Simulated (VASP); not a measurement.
# CoO (P-6m2) in VASP: further runs, part 2 of 2

VASP 6.6.1.

**4. Relaxation of cell and atoms, r2SCAN, collinear spin, ferromagnetic start**

INCAR

```
PREC = Accurate
ENCUT = 600
EDIFF = 1E-6
ISMEAR = -1
SIGMA = 0.05
LREAL = F
LASPH = T
NELM = 150
ALGO = Normal
ISIF = 3
LWAVE = F
LCHARG = F
ISPIN = 2
MAGMOM = 2 0
LORBIT = 11
LMAXMIX = 4
METAGGA = R2SCAN
LMIXTAU = T
IBRION = 2
NSW = 60
EDIFFG = -0.02
```

KPOINTS

```
regular mesh
0
Gamma
  8 8 7
```

POSCAR

```
CoO
1.0
    2.8284500000      0.0000000000      0.0000000000
   -1.4142300000      2.4495100000      0.0000000000
    0.0000000000      0.0000000000      2.7217200000
Co O
1 1
Direct
    0.0000000000      0.0000000000      0.5000000000
    0.6666700000      0.3333300000      0.0000000000
```

Potentials or basis: VASP PAW PBE potentials, release 64 (Co, O).

Started as:

```bash
> cat potpaw_PBE.64/Co/POTCAR potpaw_PBE.64/O/POTCAR > POTCAR
> mpirun -np 1 vasp_std > vasp.out
```

OUTCAR:

```text
PREC = Accurate
   ENCUT = 600
   EDIFF = 1E-6
   ISMEAR = -1
   LREAL = F
   LASPH = T
   NELM = 150
   ISIF = 3
   ISPIN = 2
   LORBIT = 11
   METAGGA = R2SCAN
   IBRION = 2
   NSW = 60
   EDIFFG = -0.02

 ion  position               nearest neighbor table
   1  0.000  0.000  0.500-   2 2.13   2 2.13   2 2.13   2 2.13   2 2.13   2 2.13
   2  0.667  0.333  0.000-   1 2.13   1 2.13   1 2.13   1 2.13   1 2.13   1 2.13

  LATTYP: Found a hexagonal cell.
 ALAT       =     2.8284500000
 C/A-ratio  =     0.9622655518

  Lattice vectors:

 A1 = (   2.8284500000,   0.0000000000,   0.0000000000)
 A2 = (  -1.4142300000,   2.4495100000,   0.0000000000)
 A3 = (   0.0000000000,   0.0000000000,   2.7217200000)

Analysis of symmetry for initial positions (statically):
=====================================================================
 Subroutine PRICEL returns:
[... 699 lines left out ...]
      3       2.6491      1.00000
      4       2.9327      1.00000
      5       4.2367      1.00000
      6       4.4499      1.00000
      7       5.3264      1.00000
      8       6.5369      1.00000
      9       6.8691      1.00000
     10      11.3855      0.00000
     11      22.9464      0.00000
     12      23.7266      0.00000

 [... further k-points ...]

 spin component 2

 k-point     1 :       0.0000    0.0000    0.0000
  band No.  band energies     occupation
      1     -12.7047      1.00000
      2       4.5259      1.00000
      3       4.5261      1.00000
      4       5.1924      1.00000
      5       5.2648      1.00000
      6       9.3595      0.00000
      7       9.3598      0.00000
      8       9.7389      0.00000
      9       9.7389      0.00000
     10      10.1988      0.00000
     11      24.3179      0.00000
     12      26.2512      0.00000
[... 374 lines left out ...]
  FREE ENERGIE OF THE ION-ELECTRON SYSTEM (eV)
  ---------------------------------------------------
  free  energy   TOTEN  =       -20.8827550879 eV

  energy  without entropy=      -20.8688190740  energy(sigma->0) =      -20.87578708

 reached required accuracy - stopping structural energy minimisation

 total charge

# of ion       s       p       d       tot
------------------------------------------
    1        0.317   0.416   7.114   7.848
    2        1.559   3.473   0.000   5.033
--------------------------------------------------
tot          1.877   3.890   7.114  12.881

 magnetization (x)

# of ion       s       p       d       tot
------------------------------------------
    1        0.011   0.010   2.619   2.640
    2        0.028   0.322   0.000   0.350
--------------------------------------------------
tot          0.039   0.332   2.619   2.989
```

OSZICAR:

```text
N       E                     dE             d eps       ncg     rms          rms(c)
DAV:   1     0.839697293505E+02    0.83970E+02   -0.85234E+03  4056   0.173E+03
DAV:   2    -0.192134439414E+02   -0.10318E+03   -0.91469E+02  4160   0.306E+02
DAV:   3    -0.269875645639E+02   -0.77741E+01   -0.75590E+01  4648   0.975E+01
[... 50 lines left out ...]
DAV:   1    -0.208829419128E+02   -0.29177E-03   -0.12358E-02  4184   0.124E+00    0.112E-01
DAV:   2    -0.208827681709E+02    0.17374E-03   -0.32301E-04  4384   0.313E-01    0.632E-02
DAV:   3    -0.208827492876E+02    0.18883E-04   -0.62316E-05  5340   0.140E-01    0.541E-02
DAV:   4    -0.208827555580E+02   -0.62704E-05   -0.87781E-06  4908   0.774E-02    0.112E-02
DAV:   5    -0.208827543017E+02    0.12563E-05   -0.48634E-06  4620   0.332E-02    0.471E-03
DAV:   6    -0.208827550879E+02   -0.78623E-06   -0.75642E-07  2124   0.247E-02
   5 F= -.20882755E+02 E0= -.20875787E+02  d E =-.104834E-03  mag=     3.0000
```

Run time: 4.8 min. Hardware: 1 thread of Intel Xeon Platinum 8488C (Sapphire Rapids), shared host; peak memory 0.19 GiB.

What came out:

| Property | Result |
| --- | --- |
| Free energy | -20.8828 eV |
| Relaxed volume | 9.26 Å³/atom |
| Relaxed cell | a = 2.810 Å, b = 2.810 Å, c = 2.707 Å, α = 90.00°, β = 90.00°, γ = 120.00° |
| Space group after relaxing (to 0.05 Å) | P-6m2 (No. 187) |
| Energy gained by relaxing | 1.9 meV/atom |
| Ionic steps | 5 |
| Pressure after relaxing | 0.0 GPa |
| Band gap on the k mesh | none (metal or under the smearing width) |
| Net moment | 3.00 μB per cell |
| Site moments | Co +2.64; O +0.35 μB |
| Valence electrons inside the program's atomic spheres | Co 7.85; O 5.03 |

Stress tensor (GPa, compression positive):
```
-0.09  0.00  0.00
 0.00 -0.09  0.00
 0.00  0.00  0.25
```

Step by step:
| step | energy change (eV) | largest force (eV/Å) | pressure (GPa) | volume (Å³) |
| --- | --- | --- | --- | --- |
| 1 | 0.0000 | 0.0001 | -3.67 | 18.86 |
| 2 | -0.0011 | 0.0001 | 3.10 | 18.27 |
| 3 | -0.0037 | 0.0004 | -0.09 | 18.54 |
| 4 | -0.0037 | 0.0001 | -0.01 | 18.53 |
| 5 | -0.0038 | 0.0000 | 0.03 | 18.52 |

Final structure:
```cif
data_structure
_symmetry_space_group_name_H-M 'P 1'
_symmetry_Int_Tables_number 1
_cell_length_a 2.8103
_cell_length_b 2.8104
_cell_length_c 2.7075
_cell_angle_alpha 90.000
_cell_angle_beta 90.000
_cell_angle_gamma 120.000
_cell_volume 18.52
loop_
_atom_site_label
_atom_site_type_symbol
_atom_site_fract_x
_atom_site_fract_y
_atom_site_fract_z
_atom_site_occupancy
Co1 Co 0.00000 0.00000 0.50000 1
O1 O 0.66667 0.33333 0.00000 1
```

Caveat: the PAW data sets were made with another functional, which shifts forces and pressure a little; a cell with one magnetic atom can't hold antiferromagnetic order, which such compounds often take; semilocal functionals often make such compounds metallic where correlation or magnetic order opens a gap, which also shifts bond lengths. With open d or f shells a metallic result of r2SCAN can be an artefact of self-interaction; +U or a hybrid may open a gap.

**5. Relaxation of cell and atoms, SCAN, collinear spin, ferromagnetic start**

INCAR: that of step 4 with these lines changed.

```diff
@@ -16,3 +16,3 @@
 LMAXMIX = 4
-METAGGA = R2SCAN
+METAGGA = SCAN
 LMIXTAU = T
```

KPOINTS is that of step 4.

POSCAR is that of step 4.

Potentials or basis: VASP PAW PBE potentials, release 64 (Co, O).

Started as:

```bash
> cat potpaw_PBE.64/Co/POTCAR potpaw_PBE.64/O/POTCAR > POTCAR
> mpirun -np 1 vasp_std > vasp.out
```

OUTCAR:

```text
PREC = Accurate
   ENCUT = 600
   EDIFF = 1E-6
   ISMEAR = -1
   LREAL = F
   LASPH = T
   NELM = 150
   ISIF = 3
   ISPIN = 2
   LORBIT = 11
   METAGGA = SCAN
   IBRION = 2
   NSW = 60
   EDIFFG = -0.02

 ion  position               nearest neighbor table
   1  0.000  0.000  0.500-   2 2.13   2 2.13   2 2.13   2 2.13   2 2.13   2 2.13
   2  0.667  0.333  0.000-   1 2.13   1 2.13   1 2.13   1 2.13   1 2.13   1 2.13

  LATTYP: Found a hexagonal cell.
 ALAT       =     2.8284500000
 C/A-ratio  =     0.9622655518

  Lattice vectors:

 A1 = (   2.8284500000,   0.0000000000,   0.0000000000)
 A2 = (  -1.4142300000,   2.4495100000,   0.0000000000)
 A3 = (   0.0000000000,   0.0000000000,   2.7217200000)

Analysis of symmetry for initial positions (statically):
=====================================================================
 Subroutine PRICEL returns:
[... 697 lines left out ...]
      1     -13.0902      1.00000
      2       2.3530      1.00000
      3       2.6404      1.00000
      4       2.9240      1.00000
      5       4.2380      1.00000
      6       4.4412      1.00000
      7       5.3317      1.00000
      8       6.5476      1.00000
      9       6.8862      1.00000
     10      11.3509      0.00000
     11      22.9549      0.00000
     12      23.6907      0.00000

 [... further k-points ...]

 spin component 2

 k-point     1 :       0.0000    0.0000    0.0000
  band No.  band energies     occupation
      1     -12.7941      1.00000
      2       4.5075      1.00000
      3       4.5083      1.00000
      4       4.9438      1.00000
      5       5.2792      1.00000
      6       9.3204      0.00000
      7       9.3221      0.00000
      8       9.8773      0.00000
      9       9.8774      0.00000
     10      10.0323      0.00000
     11      24.2702      0.00000
     12      26.2591      0.00000
[... 374 lines left out ...]
  FREE ENERGIE OF THE ION-ELECTRON SYSTEM (eV)
  ---------------------------------------------------
  free  energy   TOTEN  =       -25.1481611182 eV

  energy  without entropy=      -25.1374799340  energy(sigma->0) =      -25.14282053

 reached required accuracy - stopping structural energy minimisation

 total charge

# of ion       s       p       d       tot
------------------------------------------
    1        0.318   0.417   7.107   7.843
    2        1.565   3.476   0.000   5.041
--------------------------------------------------
tot          1.883   3.893   7.107  12.884

 magnetization (x)

# of ion       s       p       d       tot
------------------------------------------
    1        0.013   0.010   2.628   2.651
    2        0.028   0.315   0.000   0.342
--------------------------------------------------
tot          0.041   0.324   2.628   2.993
```

OSZICAR:

```text
N       E                     dE             d eps       ncg     rms          rms(c)
DAV:   1     0.794238011858E+02    0.79424E+02   -0.85012E+03  4064   0.172E+03
DAV:   2    -0.235851205930E+02   -0.10301E+03   -0.91327E+02  4160   0.305E+02
[... 61 lines left out ...]
DAV:   2    -0.251481779860E+02    0.24870E-03   -0.47597E-04  4264   0.375E-01    0.763E-02
DAV:   3    -0.251481101356E+02    0.67850E-04   -0.10158E-04  4872   0.170E-01    0.631E-02
DAV:   4    -0.251481701045E+02   -0.59969E-04   -0.14777E-05  4776   0.915E-02    0.140E-02
DAV:   5    -0.251481583068E+02    0.11798E-04   -0.72004E-06  5280   0.352E-02    0.553E-03
DAV:   6    -0.251481614890E+02   -0.31822E-05   -0.11547E-06  2324   0.274E-02    0.322E-03
DAV:   7    -0.251481611182E+02    0.37073E-06   -0.17843E-06  2028   0.128E-02
   5 F= -.25148161E+02 E0= -.25142821E+02  d E =-.153825E-03  mag=     3.0000
```

CONTCAR:

```text
CoO
   1.00000000000000
     2.8071175715304468   -0.0000053975819716    0.0000000000000000
    -1.4035684224988736    2.4310328226891214    0.0000000000000000
     0.0000000000000000    0.0000000000000000    2.7052724204474554
  Co              O
     1     1
Direct
     0.0000009245248240    0.9999990754751963    0.5000000000000000
     0.6666690754751795    0.3333309245248003    0.0000000000000000

  0.00000000E+00  0.00000000E+00  0.00000000E+00
  0.00000000E+00  0.00000000E+00  0.00000000E+00
```

Run time: 5.5 min. Hardware: 1 thread of Intel Xeon Platinum 8488C (Sapphire Rapids), shared host; peak memory 0.19 GiB.

Results:

- Free energy: -25.1482 eV
- Relaxed volume: 9.23 Å³/atom
- Relaxed cell: a = 2.807 Å, b = 2.807 Å, c = 2.705 Å, α = 90.00°, β = 90.00°, γ = 120.00°
- Space group after relaxing (to 0.05 Å): P-6m2 (No. 187)
- Energy gained by relaxing: 2.2 meV/atom
- Ionic steps: 5
- Pressure after relaxing: 0.0 GPa
- Band gap on the k mesh: none (metal or under the smearing width)
- Net moment: 3.00 μB per cell
- Site moments: Co +2.65; O +0.34 μB
- Valence electrons inside the program's atomic spheres: Co 7.84; O 5.04

The path:
| step | energy change (eV) | largest force (eV/Å) | pressure (GPa) | volume (Å³) |
| --- | --- | --- | --- | --- |
| 1 | 0.0000 | 0.0001 | -4.32 | 18.86 |
| 2 | 0.0000 | 0.0001 | 3.61 | 18.17 |
| 3 | -0.0043 | 0.0001 | -0.66 | 18.53 |
| 4 | -0.0043 | 0.0000 | -0.04 | 18.47 |
| 5 | -0.0044 | 0.0005 | -0.03 | 18.46 |

Final structure:
```yaml
crystal:
  lattice:
    - [2.80712, -0.00001, 0.00000]
    - [-1.40357, 2.43103, 0.00000]
    - [0.00000, 0.00000, 2.70527]
  atoms:
    - { symbol: Co, position: [0.00000, 0.00000, 0.50000] }
    - { symbol: O, position: [0.66667, 0.33333, 0.00000] }
```

Caveat: the PAW data sets were made with another functional, which shifts forces and pressure a little; a cell with one magnetic atom can't hold antiferromagnetic order, which such compounds often take; semilocal functionals often make such compounds metallic where correlation or magnetic order opens a gap, which also shifts bond lengths.

**6. Relaxation of cell and atoms, optB88-vdW, collinear spin, ferromagnetic start**

INCAR: that of step 5 with these lines changed.

```diff
@@ -16,4 +16,7 @@
 LMAXMIX = 4
-METAGGA = SCAN
-LMIXTAU = T
+GGA = BO
+LUSE_VDW = T
+AGGAC = 0.0
+PARAM1 = 0.1833333333
+PARAM2 = 0.22
 IBRION = 2
```

KPOINTS is that of step 5.

POSCAR is that of step 5.

Potentials or basis: VASP PAW PBE potentials, release 64 (Co, O).

Started as:

```bash
> cat potpaw_PBE.64/Co/POTCAR potpaw_PBE.64/O/POTCAR > POTCAR
> mpirun -np 1 vasp_std > vasp.out
```

OUTCAR:

```text
PREC = Accurate
   ENCUT = 600
   EDIFF = 1E-6
   ISMEAR = -1
   LREAL = F
   LASPH = T
   NELM = 150
   ISIF = 3
   ISPIN = 2
   LORBIT = 11
   GGA = BO
   IBRION = 2
   NSW = 60
   EDIFFG = -0.02

 ion  position               nearest neighbor table
   1  0.000  0.000  0.500-   2 2.13   2 2.13   2 2.13   2 2.13   2 2.13   2 2.13
   2  0.667  0.333  0.000-   1 2.13   1 2.13   1 2.13   1 2.13   1 2.13   1 2.13

  LATTYP: Found a hexagonal cell.
 ALAT       =     2.8284500000
 C/A-ratio  =     0.9622655518

  Lattice vectors:

 A1 = (   2.8284500000,   0.0000000000,   0.0000000000)
 A2 = (  -1.4142300000,   2.4495100000,   0.0000000000)
 A3 = (   0.0000000000,   0.0000000000,   2.7217200000)

Analysis of symmetry for initial positions (statically):
=====================================================================
 Subroutine PRICEL returns:
 Original cell was already a primitive cell.
[... 293 lines left out ...]
      9       7.1922      1.00000
     10       9.0781      0.00000
     11      23.2123      0.00000
     12      24.4779      0.00000
[... 333 lines left out ...]
      1     -12.0184      1.00000
      2       2.5871      1.00000
      3       2.8227      1.00000
      4       3.3094      1.00000
      5       4.5179      1.00000
      6       5.1859      1.00000
      7       5.6750      1.00000
      8       6.8255      1.00000
      9       7.1365      1.00000
     10      10.8858      0.00000
     11      22.1831      0.00000
     12      22.9661      0.00000

 [... further k-points ...]

 spin component 2

 k-point     1 :       0.0000    0.0000    0.0000
  band No.  band energies     occupation
      1     -11.6980      1.00000
      2       4.4226      1.00000
      3       4.4226      1.00000
      4       5.1797      1.00000
      5       5.4850      1.00000
      6       8.3629      0.00823
      7       8.3629      0.00823
      8       8.9637      0.00000
      9       8.9638      0.00000
     10       9.6919      0.00000
     11      23.6445      0.00000
     12      25.0612      0.00000
[... 378 lines left out ...]
  energy  without entropy=       -8.8188104882  energy(sigma->0) =       -8.83244359

Total vdW correction in eV:      2.7102970

 reached required accuracy - stopping structural energy minimisation

 total charge

# of ion       s       p       d       tot
------------------------------------------
    1        0.308   0.396   7.176   7.879
    2        1.552   3.422   0.000   4.974
--------------------------------------------------
tot          1.860   3.818   7.176  12.854

 magnetization (x)

# of ion       s       p       d       tot
------------------------------------------
    1        0.006   0.008   2.514   2.528
    2        0.027   0.389   0.000   0.416
--------------------------------------------------
tot          0.032   0.398   2.514   2.944
```

OSZICAR:

```text
N       E                     dE             d eps       ncg     rms          rms(c)
DAV:   1     0.961753542600E+02    0.96175E+02   -0.83099E+03  4056   0.168E+03
DAV:   2    -0.387158477631E+01   -0.10005E+03   -0.88625E+02  4144   0.299E+02
[... 29 lines left out ...]
DAV:   2    -0.884700015346E+01    0.88473E-02   -0.28526E-02  4696   0.363E+00    0.569E-01
DAV:   3    -0.884643039079E+01    0.56976E-03   -0.36497E-03  5508   0.146E+00    0.395E-01
DAV:   4    -0.884618241951E+01    0.24797E-03   -0.59962E-04  5884   0.588E-01    0.964E-02
DAV:   5    -0.884608856452E+01    0.93855E-04   -0.17170E-04  6172   0.192E-01    0.443E-02
DAV:   6    -0.884607695892E+01    0.11606E-04   -0.27702E-05  5148   0.124E-01    0.158E-02
DAV:   7    -0.884607668654E+01    0.27238E-06   -0.55048E-06  4680   0.273E-02
   3 F= -.88460767E+01 E0= -.88324436E+01  d E =-.199895E-02  mag=     2.9992
```

Wall time 1.8 min (1 thread of Intel Xeon Platinum 8488C (Sapphire Rapids), shared host); peak memory 0.31 GiB.

What came out:

- Free energy: -8.8461 eV
- Relaxed volume: 9.31 Å³/atom
- Relaxed cell: a = 2.818 Å, b = 2.818 Å, c = 2.707 Å, α = 90.00°, β = 90.00°, γ = 120.00°
- Space group after relaxing (to 0.05 Å): P-6m2 (No. 187)
- Energy gained by relaxing: 1.0 meV/atom
- Ionic steps: 3
- Pressure after relaxing: 0.0 GPa
- Band gap on the k mesh: none (metal or under the smearing width)
- Net moment: 3.00 μB per cell
- Site moments: Co +2.53; O +0.42 μB
- Valence electrons inside the program's atomic spheres: Co 7.88; O 4.97

The path:
| step | energy change (eV) | largest force (eV/Å) | pressure (GPa) | volume (Å³) |
| --- | --- | --- | --- | --- |
| 1 | 0.0000 | 0.0000 | -2.59 | 18.86 |
| 2 | -0.0009 | 0.0000 | 1.97 | 18.44 |
| 3 | -0.0020 | 0.0000 | 0.04 | 18.62 |

Final structure:
```
Co O
1.0
     2.81802    0.00000    0.00000
    -1.40902    2.44048    0.00000
     0.00000    0.00000    2.70714
Co O
1 1
Direct
  0.00000 0.00000 0.50000
  0.66667 0.33333 0.00000
```

Levels at points of the mesh, in eV from the Fermi level:
Spin up:
```tsv
k point	band 5	band 6	band 7	band 8	band 9	band 10	band 11	band 12
(0.00, 0.00, 0.00)	-3.64	-2.76	-2.76	-0.93	-0.93	0.95	15.09	16.35
(0.50, 0.00, 0.00)	-4.07	-2.90	-1.99	-1.97	-0.51	5.86	8.85	15.28
(0.50, 0.50, 0.00)	-4.07	-2.90	-1.99	-1.97	-0.51	5.86	8.85	15.28
```
Spin down:
| k point | band 3 | band 4 | band 5 | band 6 | band 7 | band 8 | band 9 | band 10 |
| --- | --- | --- | --- | --- | --- | --- | --- | --- |
| (0.00, 0.00, 0.00) | -3.70 | -2.94 | -2.64 | 0.24 | 0.24 | 0.84 | 0.84 | 1.57 |
| (0.50, 0.00, 0.00) | -3.85 | -3.32 | -2.26 | 0.06 | 0.14 | 0.34 | 1.70 | 6.33 |
| (0.50, 0.50, 0.00) | -3.85 | -3.32 | -2.26 | 0.06 | 0.14 | 0.34 | 1.70 | 6.33 |

Caveat: the PAW data sets were made with another functional, which shifts forces and pressure a little; a cell with one magnetic atom can't hold antiferromagnetic order, which such compounds often take; semilocal functionals often make such compounds metallic where correlation or magnetic order opens a gap, which also shifts bond lengths.

**7. The runs side by side**

```csv
level,gap on the mesh (eV),pressure (GPa),moment (μB),relaxed volume (Å³/atom)
PBE+D3(BJ),none,0.1,3.00,9.20
PBE+D4,none,0.1,3.00,9.22
r2SCAN,none,0.0,3.00,9.26
SCAN,none,0.0,3.00,9.23
optB88-vdW,none,0.0,3.00,9.31
```

Alike in all rows: task relaxation of cell and atoms; potentials or basis VASP PAW PBE potentials, release 64 (Co, O); spin collinear, ferromagnetic start; cell relaxed; k mesh 8 × 8 × 7; cutoff (eV) 600; smearing fermi-dirac 0.05 eV.

Caveats: a cell with one magnetic atom can't hold antiferromagnetic order, which such compounds often take; semilocal functionals often make such compounds metallic where correlation or magnetic order opens a gap, which also shifts bond lengths; the PAW data sets were made with another functional, which shifts forces and pressure a little (some runs); pairwise dispersion overbinds metals, which lowers pressure and volume (some runs).

Absolute energies hang on the potentials; compare differences alone.
